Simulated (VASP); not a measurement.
Set up this calculation in VASP 6.6.1, as the native input.

```yaml
Task: band structure
Functional: r2SCAN
Potentials_or_basis: VASP PAW PBE potentials, release 64 (Ba_sv, Ti_sv, O)
Cutoff: 520 eV
k_mesh: 8 × 8 × 8
Occupations: gaussian, width 0.03 eV
Spin: no spin polarisation
Further_INCAR_settings: ALGO = Normal; EDIFF = 1e-06; NBANDS = 28
```

The structure of BaTiO3 lies in POSCAR:

```
BaTiO3                                  
1.0
    3.9671433514      0.0000000000      0.0000000000
    0.0000000000      3.9671433514      0.0000000000
    0.0000000000      0.0000000000      4.0656693611
  Ba              Ti              O             
     1     1     3
Direct
     1.0000000000000000    0.0000000000000000    0.9986018169556405
     0.5000000000000000    0.5000000000000000    0.4819255879355182
     0.5000000000000000    0.5000000000000000    0.0291004766978163
     0.5000000000000000    0.0000000000000000    0.5166860592055121
     1.0000000000000000    0.5000000000000000    0.5166860592055121
```

The input as run:

INCAR

```
ALGO = Normal ; EDIFF = 1E-6
ENCUT = 520 ; ISIF = 2
ISMEAR = 0 ; KPAR = 2
LASPH = True ; LCHARG = False
LMAXMIX = 4 ; LMIXTAU = True
LREAL = False ; LWAVE = False
METAGGA = R2SCAN ; NBANDS = 28
NELM = 80 ; PREC = Accurate
SIGMA = 0.03
```

KPOINTS

```
k-points
0
Gamma
  8 8 8
```

KPOINTS_OPT

```
explicit points
213
Reciprocal
 0.0000000000  0.0000000000  0.0000000000 1
 0.0000000000  0.0357142857  0.0000000000 1
 0.0000000000  0.0714285714  0.0000000000 1
 0.0000000000  0.1071428571  0.0000000000 1
 0.0000000000  0.1428571429  0.0000000000 1
 0.0000000000  0.1785714286  0.0000000000 1
[... 205 lines left out ...]
 0.0000000000  0.0000000000  0.5223819600 1
 0.0000000000  0.0000000000  0.4776180400 1
```

Potentials or basis: VASP PAW PBE potentials, release 64 (Ba_sv, Ti_sv, O).

Launch:

```bash
$ cat potpaw_PBE.64/Ba_sv/POTCAR potpaw_PBE.64/Ti_sv/POTCAR potpaw_PBE.64/O/POTCAR > POTCAR
$ mpirun -np 2 vasp_std > vasp.out
```

It gave:

| Quantity | Value |
| --- | --- |
| Pressure | 3.5 GPa |
| Largest force | 0.091 eV/Å |
| Band gap on the k mesh | 2.21 eV, indirect (least direct gap 2.65 eV) |
| Band gap along the path | 2.21 eV, indirect (least direct gap 2.64 eV) |

Caveat: the PAW data sets were made with another functional, which shifts forces and pressure a little; spin-orbit coupling is left out, which moves the levels of the heavy elements.

It took 5.6 min on 2 MPI ranks on AMD EPYC 9R45 (Zen 5), on a shared host, peak memory 0.29 GiB a rank.
